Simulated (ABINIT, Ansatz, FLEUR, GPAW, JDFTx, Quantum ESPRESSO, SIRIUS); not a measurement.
Au: 7 runs at one level of theory

```xyz
1
Lattice="0.0595 2.0328 2.0239 2.0628 0.0301 2.0533 2.0741 2.0734 0.0189" Properties=species:S:1:pos:R:3 pbc="T T T"
Au    0.0297    0.0344   -0.0121
```

The given cell was strained at random by a few per cent at fixed volume.

Alike in all runs: task single point; functional PBEsol; k mesh 11 × 11 × 11; occupations fermi-dirac, width 0.05 eV; no spin polarisation; no spin-orbit coupling. Pressure is positive in compression and, in plane waves, holds the error of the finite cutoff.

```json
{"program and potentials": "FLEUR, all-electron, FLAPW", "plane-wave cutoff (eV)": "-", "notes": "-", "pressure (GPa)": "-", "energy over the undisturbed cell (meV/atom)": "5.95"}
{"program and potentials": "Quantum ESPRESSO, GBRV 1.5 PBEsol", "plane-wave cutoff (eV)": "612", "notes": "11 valence electrons an atom on average", "pressure (GPa)": "1.39", "energy over the undisturbed cell (meV/atom)": "6.02"}
{"program and potentials": "SIRIUS, PseudoDojo 0.4.1 PBEsol standard (scalar relativistic)", "plane-wave cutoff (eV)": "1054", "notes": "19 valence electrons an atom on average", "pressure (GPa)": "1.46", "energy over the undisturbed cell (meV/atom)": "5.89"}
{"program and potentials": "ABINIT, PseudoDojo NC SR PBEsol v0.4.1 standard", "plane-wave cutoff (eV)": "1034", "notes": "19 valence electrons an atom on average", "pressure (GPa)": "1.44", "energy over the undisturbed cell (meV/atom)": "5.89"}
{"program and potentials": "Ansatz, all-electron LAPW, scalar-relativistic", "plane-wave cutoff (eV)": "-", "notes": "-", "pressure (GPa)": "1.86", "energy over the undisturbed cell (meV/atom)": "-"}
{"program and potentials": "GPAW, PAW data sets generated for this functional", "plane-wave cutoff (eV)": "600", "notes": "11 valence electrons an atom on average", "pressure (GPa)": "4.89", "energy over the undisturbed cell (meV/atom)": "6.51"}
{"program and potentials": "JDFTx, PseudoDojo-SR-PBEsol-0.4.1-standard with smoothed tails", "plane-wave cutoff (eV)": "1034", "notes": "19 valence electrons an atom on average", "pressure (GPa)": "1.45", "energy over the undisturbed cell (meV/atom)": "5.89"}
```

The pressure spans 1.39 (Quantum ESPRESSO, GBRV 1.5 PBEsol) to 4.89 GPa (GPAW, PAW data sets generated for this functional), with all-electron results at 1.86.

Differences between rows come from potentials, basis sets and numerical settings, since the functional is the same but for its coding. Runs on potential files found faulty are left out.
